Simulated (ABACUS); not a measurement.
# Ge (Fd-3m) in ABACUS: equation of state

Aim: energy against volume of Ge in PBEsol, for its equilibrium volume and stiffness.

Program: ABACUS 3.10.1. These are calculated values, not measurements. Logs are shortened: lines on timing, memory, paths and dates and some standing lists are left out, and cuts for length are marked.

**The experiment to reproduce.**

“Sub-monolayer structures of Ag overlayers on Ge(111): experimental observations and first-principles study”, 2019, arxiv:1908.00180 quotes, for a bulk crystal of Ge: bulk modulus 75.8 GPa.

The runs below are set against these values where they give the same quantity.

### 1 The structure

Symmetry: Fd-3m, No. 227, cubic system. Conventional cell: a = 5.658 Å, b = 5.658 Å, c = 5.658 Å, α = 90.00°, β = 90.00°, γ = 90.00°. Around Ge (site symmetry -43m) lie 4 Ge at 2.45 Å.

### 2 Equation of state, PBEsol, 21.28 Å³/atom (volume scaled by 0.94)

Input file INPUT:

```
INPUT_PARAMETERS
suffix              Ge
calculation         scf
basis_type          pw
pseudo_dir          ./
symmetry            1
dft_functional      pbesol
ecutwfc             79
pseudo_rcut         7
nspin               1
nbands              18
ks_solver           dav
smearing_method     fd
smearing_sigma      0.00367493
scf_thr             1e-08
scf_nmax            100
mixing_type         broyden
mixing_beta         0.7
cal_force           1
cal_stress          1
kpar                4
```

Input file STRU:

```
ATOMIC_SPECIES
Ge 72.6300 Ge.upf

LATTICE_CONSTANT
1.8897261246

LATTICE_VECTORS
0.0000000000 2.7711609388 2.7711609388
2.7711609388 0.0000000000 2.7711609388
2.7711609388 2.7711609388 0.0000000000

ATOMIC_POSITIONS
Direct

Ge
0.0
2
0.7500000000 0.7500000000 0.7500000000 1 1 1
0.5000000000 0.5000000000 0.5000000000 1 1 1
```

Input file KPT:

```
K_POINTS
0
Gamma
8 8 8 0 0 0
```

Potentials or basis: PseudoDojo NC SR 0.4.1 PBEsol standard, plane waves.

On the command line:

```console
$ OMP_NUM_THREADS=1 mpirun -np 4 abacus > log
```

running log:

```text
ABACUS v3.10.1

               Atomic-orbital Based Ab-initio Computation at UStc

 ------------------------------------------------------------------------------------

 READING GENERAL INFORMATION
                           global_out_dir = OUT.Ge/
                           global_in_card = INPUT
                               pseudo_dir = ./
                              orbital_dir =
                                    DSIZE = 4
                                    GSIZE = 1

 READING UNITCELL INFORMATION
                                    ntype = 1
                  lattice constant (Bohr) = 1.88973
              lattice constant (Angstrom) = 1

 READING ATOM TYPE 1
                               atom label = Ge
                      L=0, number of zeta = 1
                      L=1, number of zeta = 1
                      L=2, number of zeta = 1
             number of atom for this type = 2

                        TOTAL ATOM NUMBER = 2
DIRECT COORDINATES
    atom                   x                   y                   z     mag                  vx                  vy                  vz
taud_Ge1            0.7500000000        0.7500000000        0.7500000000  0.0000        0.0000000000        0.0000000000        0.0000000000
taud_Ge2            0.5000000000        0.5000000000        0.5000000000  0.0000        0.0000000000        0.0000000000        0.0000000000

                          Volume (Bohr^3) = 287.218
                             Volume (A^3) = 42.5613

 Lattice vectors: (Cartesian coordinate: in unit of a_0)
                   +0            +2.77116            +2.77116
             +2.77116                  +0            +2.77116
             +2.77116            +2.77116                  +0
 Reciprocal vectors: (Cartesian coordinate: in unit of 2 pi/a_0)
             -0.18043            +0.18043            +0.18043
             +0.18043            -0.18043            +0.18043
             +0.18043            +0.18043            -0.18043
 The esolver type has been set to : ksdft_pw

                PAO radial cut off (Bohr) = 7

 Read in pseudopotential file is Ge.upf
                     pseudopotential type = NC
          exchange-correlation functional = PBESOL
                 nonlocal core correction = 1
                        valence electrons = 14
                                     lmax = 2
                           number of zeta = 3
                     number of projectors = 6
                           L of projector = 0
                           L of projector = 0
                           L of projector = 1
                           L of projector = 1
                           L of projector = 2
                           L of projector = 2
     initial pseudo atomic orbital number = 18

 SETUP THE ELECTRONS NUMBER
            electron number of element Ge = 14
      total electron number of element Ge = 28
            AUTOSET number of electrons:  = 28
                           occupied bands = 14
                                   NBANDS = 18
                                   NLOCAL = 18

%%%%%%%%%%%%%%%%%%%%%%%%%%%%%%%%%%%%%%%%%%%%%%%%%%%%%%%%%%%%%%%%%%%%%%%%%%%%%%%%%%%%%%%%%%%%%%%%%%%%%%%%%%
 Warning: the number of valence electrons in pseudopotential > 4 for Ge: [Ar] 3d10 4s2 4p2
 Pseudopotentials with additional electrons can yield (more) accurate outcomes, but may be less efficient.
 If you're confident that your chosen pseudopotential is appropriate, you can safely ignore this warning.
%%%%%%%%%%%%%%%%%%%%%%%%%%%%%%%%%%%%%%%%%%%%%%%%%%%%%%%%%%%%%%%%%%%%%%%%%%%%%%%%%%%%%%%%%%%%%%%%%%%%%%%%%%

 SETUP THE PLANE WAVE BASIS
 energy cutoff for charge/potential (unit:Ry) = 316
            fft grid for charge/potential = [ 45, 45, 45 ]
                        fft grid division = [ 1, 1, 1 ]
        big fft grid for charge/potential = [ 45, 45, 45 ]
                                     nbxx = 91125
                                     nrxx = 91125

 SETUP PLANE WAVES FOR CHARGE/POTENTIAL
                    number of plane waves = 27317
                         number of sticks = 1189

 PARALLEL PW FOR CHARGE/POTENTIAL
     PROC   COLUMNS(POT)             PW
        1           1189          27317
 --------------- sum -------------------
        1           1189          27317
                            number of |g| = 296
                                  max |g| = 28.5181
                                  min |g| = 0

----------- Double Check Mixing Parameters Begin ------------
mixing_type: broyden
mixing_beta: 0.7
mixing_gg0: 1
mixing_gg0_min: 0.1
mixing_ndim: 8
----------- Double Check Mixing Parameters End ------------

 LATTICE VECTORS: (CARTESIAN COORDINATE: IN UNIT OF A0)
                   +0            +2.77116            +2.77116
[... 24 lines left out ...]
                                       C3 = 8
                                       C4 = 0
                                       C6 = 0
                                       S1 = 6
                                       S3 = 0
                                       S4 = 6
                                       S6 = 0
                              POINT GROUP = T_d
               POINT GROUP IN SPACE GROUP = O_h

 SETUP K-POINTS
                                    nspin = 1
                   Input type of k points = Monkhorst-Pack(Gamma)
                                   nkstot = 512
                       right hand lattice = 1
(for reciprocal lattice: )
                             BRAVAIS TYPE = 2
                     BRAVAIS LATTICE NAME = 02. Cubic I (body-centered)
                                    ibrav = 2
                       right hand lattice = 1
(for k-lattice: )
                             BRAVAIS TYPE = 2
                     BRAVAIS LATTICE NAME = 02. Cubic I (body-centered)
                                    ibrav = 2
                       right hand lattice = 1
                        ROTATION MATRICES = 48
                               nkstot_ibz = 29
K-POINTS REDUCTION ACCORDING TO SYMMETRY
     IBZ    DIRECT_X    DIRECT_Y    DIRECT_Z  WEIGHT  ibz2bz
       1  0.00000000  0.00000000  0.00000000  0.0020       0
       2  0.12500000  0.12500000  0.12500000  0.0156       1
       3  0.25000000  0.25000000  0.25000000  0.0156       2
       4  0.37500000  0.37500000  0.37500000  0.0156       3
       5  0.50000000  0.50000000  0.50000000  0.0078       4
       6  0.12500000  0.12500000  0.00000000  0.0117       9
[... 21 lines left out ...]
      28 -0.12500000  0.50000000  0.37500000  0.0234     101
      29  0.50000000  0.25000000 -0.25000000  0.0117     166

                               nkstot now = 29
[... K-POINTS DIRECT COORDINATES: 29 rows ...]

           k-point number in this process = 8
       minimum distributed K point number = 7
[... stars of the k points ...]

[... K-POINTS CARTESIAN COORDINATES: 8 rows ...]

[... K-POINTS DIRECT COORDINATES: 8 rows ...]

 SETUP PLANE WAVES FOR WAVE FUNCTIONS
     energy cutoff for wavefunc (unit:Ry) = 79
              fft grid for wave functions = [ 45, 45, 45 ]
                    number of plane waves = 4015
                         number of sticks = 337

 PARALLEL PW FOR WAVE FUNCTIONS
     PROC   COLUMNS(POT)             PW
        1            337           4015
 --------------- sum -------------------
        1            337           4015

 SETUP NONLOCAL PSEUDOPOTENTIALS IN PLANE WAVE BASIS
 Ge non-local projectors:
 projector 1 L=0
 projector 2 L=0
 projector 3 L=1
 projector 4 L=1
 projector 5 L=2
 projector 6 L=2
      TOTAL NUMBER OF NONLOCAL PROJECTORS = 36

 Init Non-Local PseudoPotential table :
 Init Non-Local-Pseudopotential done.

                                     npwx = 3479

 Make real space PAO into reciprocal space.
       max mesh points in Pseudopotential = 701
     dq(describe PAO in reciprocal space) = 0.01
                                    max q = 1071

 number of pseudo atomic orbitals for Ge is 3
WARNING: norm of atomic wavefunction # 2 of atomic type Ge is 0.999922, renormalized
WARNING: norm of atomic wavefunction # 3 of atomic type Ge is 0.995552, renormalized

 -------------------------------------------
 SELF-CONSISTENT
 -------------------------------------------
                                 init_chg = atomic

 PW ALGORITHM --------------- ION=   1  ELEC=   1--------------------------------
 Notice: Threshold on eigenvalues was too large.
 hsover_error=0.28 > DRHO=0.0362954
 Origin diag ethr = 0.01
 New diag ethr = 0.000129626

 Density error is 0.0364023710554
                          Error Threshold = 0.000129626344893
----------------------------------------------------------
     Energy           Rydberg                 eV
----------------------------------------------------------
 E_KohnSham     -356.8016096016      -4854.5349461539
 E_Harris       -356.6680008656      -4852.7171060406
 E_Fermi        0.7506555779         10.2131930956
----------------------------------------------------------
[... 63 lines left out ...]
 Density error is 3.50855350292e-09
                          Error Threshold = 7.22469057652e-10
----------------------------------------------------------
     Energy           Rydberg                 eV
----------------------------------------------------------
 E_KohnSham     -356.8023951480      -4854.5456340599
 E_KS(sigma->0) -356.8023843807      -4854.5454875643
 E_Harris       -356.8019177371      -4854.5391385522
 E_band         -18.6642408430       -253.9400243089
 E_one_elec     -176.8598970441      -2406.3023474934
 E_Hartree      108.1287813034       1471.1675435220
 E_xc           -86.4547216169       -1176.2768329941
 E_Ewald        -201.6165362559      -2743.1337041032
 E_entropy(-TS) -0.0000215345        -0.0002929913
 E_descf        0.0000000000         0.0000000000
 E_exx          0.0000000000         0.0000000000
 E_Fermi        0.7693393246         10.4673985107
----------------------------------------------------------

 charge density convergence is achieved
 final etot is -4854.5456341 eV
 EFERMI = 10.467398511 eV

 STATE ENERGY(eV) AND OCCUPATIONS    NSPIN == 1
 1/8 kpoint (Cartesian) = 0.0000 0.0000 0.0000 (3479 pws)
       1       -14.6336     0.00390625
       2       -14.6336     0.00390625
       3       -14.6336     0.00390625
       4       -14.5920     0.00390625
       5       -14.5920     0.00390625
       6       -14.3455     0.00390625
[... 98 lines left out ...]
       5       -14.5638      0.0234375
       6       -14.3851      0.0234375
[... 10 lines left out ...]
      17        14.1770    1.40911e-34
      18        14.1770    1.40911e-34

[... levels at 2 further k points ...]

------------------------------------------------------------------------------------------
 TOTAL-FORCE (eV/Angstrom)
------------------------------------------------------------------------------------------
                       Ge1         0.0000000000         0.0000000000         0.0000000000
                       Ge2         0.0000000000         0.0000000000         0.0000000000
------------------------------------------------------------------------------------------

----------------------------------------------------------------
 TOTAL-STRESS (KBAR)
----------------------------------------------------------------
        56.5110216153        -0.0000000000        -0.0000000000
        -0.0000000000        56.5110216153         0.0000000000
        -0.0000000000         0.0000000000        56.5110216153
----------------------------------------------------------------
 TOTAL-PRESSURE: 56.511022 KBAR

 --------------------------------------------
 !FINAL_ETOT_IS -4854.5456340599293981 eV
 --------------------------------------------
```

Wall time 13 s (4 MPI ranks of Intel Xeon Platinum 8259CL at 2.50GHz (Skylake/Cascade Lake), shared host); peak memory 0.36 GiB.

What came out:

```
Free energy            : -4854.5456 eV
Pressure               : 5.7 GPa
Band gap on the k mesh : 0.32 eV, indirect (least direct gap 0.56 eV)
```

(Part 1 of 2 ends here.)
